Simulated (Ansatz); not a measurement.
## Ge: relaxation of cell and atoms

These are results of Ansatz 0.2.0, DFT, PBE, PAW with Ansatz's default frozen-core files, scalar-relativistic, not measurements.

Command: `ansatz run input.yaml --threads 1 --pin off --max-ram 2048MiB --backend cpu --events-out ev --progress --plain --runs-dir out` The run took about 3.7 s on 1 thread of a shared machine.

```yaml
crystal:
  lattice:
    - [2.506849948, 0.0, 0.0]
    - [0.0, 2.506849948, 0.0]
    - [0.0, 0.0, 2.506849948]
  atoms:
    - { symbol: Ge, position: [0.0, 0.0, 0.0] }
kpoints:
  mp_grid: { grid: [13, 13, 13] }
scf:
  occupations: { method: fermi_dirac, width: 0.05 }
hamiltonian:
  xc: pbe
  pseudopotentials: { kind: paw }
output:
  forces: true
  stress: true
  write_density: true
  write_potential: true
  elf: true
  volumetric_format: npy
relax:
  f_tol: 0.005
  max_steps: 80
  cell: {}
```

The cell is built from the sc type as a first guess.

The cutoff is 420 eV; energies and pressures of the walk include the program's estimate of the Pulay term.

Each frame lists the cell vectors (Å), then Cartesian positions (Å); symmetry keeps all forces zero. Free energies count from the first step, -4294.4558 eV.

The walk took 9 evaluations in all; steps that aren't listed are left out.

Step 1: E = 0.0 meV, P = 27.83 GPa

```
cell 2.5069 0.0000 0.0000 0.0000 2.5069 0.0000 0.0000 0.0000 2.5069
Ge    0.0000    0.0000    0.0000
```

Step 2:

```
cell 2.6291 0.0000 0.0000 0.0000 2.6291 0.0000 0.0000 0.0000 2.6291
Ge    0.0000    0.0000    0.0000
```

Step 3: E = -283.4 meV, P = 2.06 GPa

```
cell 2.6828 0.0000 0.0000 0.0000 2.6828 0.0000 0.0000 0.0000 2.6828
Ge    0.0000    0.0000    0.0000
```

Step 4: E = -286.5 meV, P = 0.22 GPa

```
cell 2.7034 0.0000 0.0000 0.0000 2.7034 0.0000 0.0000 0.0000 2.7034
Ge    0.0000    0.0000    0.0000
```

Step 5: E = -286.5 meV, P = 0.01 GPa

```
cell 2.7059 0.0000 0.0000 0.0000 2.7059 0.0000 0.0000 0.0000 2.7059
Ge    0.0000    0.0000    0.0000
```

Step 6: E = -290.6 meV, P = 0.47 GPa (the cell of the step before, solved again on a basis chosen afresh, hence the jump)

Task: Give the energy, pressure of step 2.

Result: E = -250.0 meV, P = 7.72 GPa
```
Ge    0.0000    0.0000    0.0000
```

Task: How does the relaxation end?

Result: It converges, with a = 2.712 Å, b = 2.712 Å, c = 2.712 Å, α = 90.00°, β = 90.00°, γ = 90.00° (conventional cell, space group Pm-3m). The last solve (on a basis chosen afresh for the final cell, so its energy is not quite comparable) gives E = -290.8 meV, P = 0.00 GPa:
```
cell 2.7121 0.0000 0.0000 0.0000 2.7121 0.0000 0.0000 0.0000 2.7121
Ge    0.0000    0.0000    0.0000
```
